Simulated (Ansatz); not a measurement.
We consider chalcopyrite CuInS2, described by PBE (Ansatz, a program for electronic structure, plane waves, PAW).

Settings: plane-wave cutoff 520 eV, 10×10×10 k mesh, Fermi–Dirac smearing 0.01 eV, no spin polarisation, scalar-relativistic PAW data made under PBE.

Cell (relaxed at this level):

```yaml
crystal:
  lattice:
    - [-2.78849, 2.78849, 5.61627]
    - [2.78849, -2.78849, 5.61627]
    - [2.78849, 2.78849, -5.61627]
  atoms:
    - { symbol: In, position: [0.50000, 0.50000, 0.00000] }
    - { symbol: In, position: [0.25000, 0.75000, 0.50000] }
    - { symbol: Cu, position: [0.00000, 0.00000, 0.00000] }
    - { symbol: Cu, position: [0.75000, 0.25000, 0.50000] }
    - { symbol: S, position: [0.87500, 0.90495, 0.52995] }
    - { symbol: S, position: [0.09505, 0.62500, 0.97005] }
    - { symbol: S, position: [0.37500, 0.34505, 0.47005] }
    - { symbol: S, position: [0.65495, 0.12500, 0.02995] }
```

Give the computed bulk modulus and pressure derivative B′ of the bulk modulus.


* **bulk modulus**: 64.7 GPa
* **pressure derivative B′ of the bulk modulus**: 4.9

The run finds no gap.

Note: the gap of the solid is closed in this run; this level leaves the solid without a gap, although one is measured; the bulk modulus comes from volumes at which shape and atoms were relaxed.

Spin–orbit coupling is not included; it can open a gap where bands touch, and shift volumes and moduli.

The computed numbers hold no vibrational or temperature effects.

It cost around 50 core-minutes (rough) of CPU time.
